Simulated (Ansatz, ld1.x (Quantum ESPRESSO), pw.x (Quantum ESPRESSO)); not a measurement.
**Tc (Z = 43) (bcc): variants of one TM potential in the solid**

Tc (Z = 43), norm-conserving Troullier–Martins (Kleinman–Bylander form), made with ld1.x (Quantum ESPRESSO) 7.5 (PBE, scalar-relativistic). Core [Kr], reference 4d5 5s2 5p0. Waves: 5p (bound, empty): rc 2.70 bohr; 4d (bound): rc 1.70 bohr; 5s (bound): rc 2.00 bohr. Local part: the s channel. Core correction: a·sin(br)/r model core, default radius (core density twice the valence density).

Crystal test: bcc Tc in pw.x 7.5, no spin, 15³ k-points, Fermi–Dirac smearing 0.01 Ry, cutoffs set for each file from its atomic test. The reference is all-electron LAPW (Ansatz 0.2.0) with the same functional, mesh and smearing; V0 and B0 come from Birch–Murnaghan fits to the pressures at five volumes. Errors are pseudo minus all-electron; Δ is the rms difference of the E(V) curves that follow from these fits, minima aligned, over ±6 % about the mean V0. Mesh and smearing are coarse, so the numbers serve the comparison and aren't converged zero-temperature values; the lattice is a test structure that the element need not adopt.

All-electron: a0 = 3.083 Å (V0 = 14.65 Å³/atom), B0 = 289.0 GPa.

Base: The largest radius (2.70 bohr) exceeds half the bond length (2.52 bohr), so the spheres overlap, which is one possible source of error among others. This is a poor potential for the solid.

2 further variants are left out: they gave no file fit for a test, a broken result, the same result as the base, or pressures whose basis-set error rivals the error shown.

A dash in a converged row means that the minimum lies outside the volumes sampled.

| change | cutoffs (Ry) | pw.x | a0 (Å) | a0 error (%) | B0 error (%) | Δ (meV/atom) | mean pressure error (GPa) |
| --- | --- | --- | --- | --- | --- | --- | --- |
| base | 75/300 | converged | 3.129 | +1.49 | -2.4 | 41.7 | +14.11 |
| all radii but the core radius scaled by about 1.04 (s 2.08, p 2.80, d 1.76 bohr) | 70/280 | converged | – | – | – | – | +15.79 |
| all radii but the core radius scaled by about 1.39 (s 2.78, p 3.74, d 2.36 bohr) | 50/200 | converged | – | – | – | – | +21.77 |

(1) Give the row for: all radii but the core radius scaled by about 1.22 (s 2.44, p 3.28, d 2.06 bohr).

## Answers

(1) pw.x: converged; mean pressure error (GPa): +19.89.
